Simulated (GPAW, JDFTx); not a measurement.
This is a calculation of YN for GPAW 26.7.0 (ASE script). 

Contents of run.py:

```python
from ase import Atoms
from ase.dft.bandgap import bandgap
from ase.io import write
from ase.units import GPa
from gpaw import GPAW, PW

atoms = Atoms(['Y', 'N'],
              cell=[[0.0, 2.4385, 2.4385],
                    [2.4385, 0.0, 2.4385],
                    [2.4385, 2.4385, 0.0]],
              scaled_positions=[[0.0, 0.0, 0.0],
                                [0.5, 0.5, 0.5]],
              pbc=True)

calc = GPAW(mode=PW(800),
            xc='LDA',
            kpts={'size': (9, 9, 9), 'gamma': True},
            occupations={'name': 'methfessel-paxton', 'order': 0, 'width': 0.02},
            nbands=18,
            convergence={'density': 1e-05, 'energy': 1e-05},
            maxiter=150,
            txt='gpaw.txt')
atoms.calc = calc
energy = atoms.get_potential_energy()
forces = atoms.get_forces()
stress = atoms.get_stress()
calc.write('gs.gpw')
write('result.traj', atoms)
print(f'Energy: {energy:.6f} eV')
print('Forces (eV/A):')
print(forces.round(4))
print('Stress (GPa):', (stress / GPa).round(3))
print('Fermi level:', round(calc.get_fermi_level(), 4), 'eV')
print(f'Gap: {bandgap(calc)[0]:.4f} eV, direct: {bandgap(calc, direct=True)[0]:.4f} eV')
```

Potentials or basis: the program's PAW data sets (release 1.2.1) made for this functional, pw.

Run with:

```console
$ OMP_NUM_THREADS=1 python run.py
```

Task: Set up the same calculation for JDFTx 1.7.0 (patched build). Potentials or basis there: PseudoDojo-SR-LDA-0.4.1-standard with smoothed tails, cutoff 1143 eV.

Result: As run (cutoffs and basis follow the program's own potentials, and thresholds, step limits or extra output files can differ):

File YN.in:

```
lattice \
    0.0000000000     2.4385000000     2.4385000000 \
    2.4385000000     0.0000000000     2.4385000000 \
    2.4385000000     2.4385000000     0.0000000000
latt-scale 1.889726124626 1.889726124626 1.889726124626
coords-type Lattice
ion Y      0.0000000000     0.0000000000     0.0000000000 1
ion N      0.5000000000     0.5000000000     0.5000000000 1

ion-species pseudo/Y.upf
ion-species pseudo/N.upf
elec-cutoff 42 336
elec-ex-corr lda-PW
kpoint-folding 9 9 9
elec-smearing Gauss 0.00036749322
elec-n-bands 14
electronic-SCF nIterations 100 energyDiffThreshold 1e-09
electronic-minimize nIterations 30 energyDiffThreshold 1e-7
converge-empty-states yes
forces-output-coords Cartesian

dump-name run.$VAR
dump End Ecomponents EigStats BandEigs Kpoints Forces Stress ElecDensity Dtot KEdensity
```

Potentials or basis: PseudoDojo-SR-LDA-0.4.1-standard with smoothed tails.

The run is started by

```console
$ jdftx -c 1 -i YN.in -o YN.out
```

Both were run:

|  | GPAW | JDFTx |
| --- | --- | --- |
| Pressure | -7.2 GPa | -5.9 GPa |

The two programs' LDA may be different fits to the electron gas.

Pressure is positive in compression.
